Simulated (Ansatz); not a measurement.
## CdSe: how the axes shrink under pressure

CdSe, P6_3mc, a = 4.303 Å, c = 7.023 Å. Ansatz: PBEsol, PAW, 420 eV, Γ-centred 12×12×6 mesh on 4 atoms, Gaussian smearing 0.02 eV; no spin polarisation. Cell and atoms are relaxed at each pressure, and no other structure is tried; the real crystal is known to change phase within this range, so the rows at high pressure are metastable. y = 100 ln(c/c0) with c0 = 7.0227 Å, so nearly a change in per cent. The pressures are the targets, met within 0.04 GPa.

```tsv
P (GPa)	y	100 ln(a/a0)
-3.0	?	?
0.0	0.00	0.00
3.0	-1.65	-1.75
8.0	-3.70	-4.05
15.0	-4.99	-6.92
```

**Question.** Fit y = c1 P + c2 P² to the other rows, give the linear compressibility along c, and predict the missing y.

**Answer.** Least squares on the rows shown. y = −0.6089 P + 0.01841 P². The linear compressibility along c is −c1/100 = 6.09 per TPa, against 5.75 along a from the same fit to the last column (its missing entry is 2.28): the crystal is about as stiff along both at low pressure, though at 15 GPa 100 ln(a/a0) is -6.9 and y -5.0. The runs next to zero pressure give 6.46 and 6.73, so a parabola over the whole range misstates the start. At P = -3.0 the fit asked for gives 1.99. The run gave 2.22, so the fit is 0.23 too low, 3.2 % of the span of the series, against an rms of 0.008 on the fitted rows. The row lies outside the fitted range. With a term in P³ added, a fit to the same known rows (none to spare) predicts 1.95, no real gain.